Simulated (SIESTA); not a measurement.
The system is KI.

```
I K
1.0
     0.00000    3.53277    3.53277
     3.53277    0.00000    3.53277
     3.53277    3.53277    0.00000
I K
1 1
Direct
  0.50000 0.50000 0.50000
  0.00000 0.00000 0.00000
```

Base run:

```yaml
Program: SIESTA 5.4.2
Functional: PBEsol
Potentials_or_basis: PseudoDojo 0.4 standard (PBEsol files)
Basis: DZP (energy shift 0.003 Ry; two zetas on semicore shells; d shell added on K)
Grid_cutoff: 800 Ry
Energy_shift: 0.003 Ry
k_mesh: 7 × 7 × 7
Occupations: fermi-dirac, width 0.05 eV
Spin: no spin polarisation
```

Its results: band gap on the k mesh 3.95 eV, direct; pressure -0.2 GPa.

Question: After a change of settings the same cell gave: band gap on the k mesh 3.76 eV, direct; pressure -1.3 GPa. Which change was it?
A. functional from PBEsol to AM05
B. functional from PBEsol to vdW-DF-cx; potentials or basis from PseudoDojo 0.4 standard (PBEsol files) to PseudoDojo 0.4 standard (PBE files)
C. functional from PBEsol to LDA; potentials or basis from PseudoDojo 0.4 standard (PBEsol files) to PseudoDojo 0.4 standard (LDA files)
D. functional from PBEsol to PBE; potentials or basis from PseudoDojo 0.4 standard (PBEsol files) to PseudoDojo 0.4 standard (PBE files)

Answer: C.

Caveats: spin-orbit coupling is left out, which moves the levels of the heavy elements; the basis of atomic orbitals isn't converged, which shifts pressures, moduli and gaps.

Not every run made on this cell is shown here.
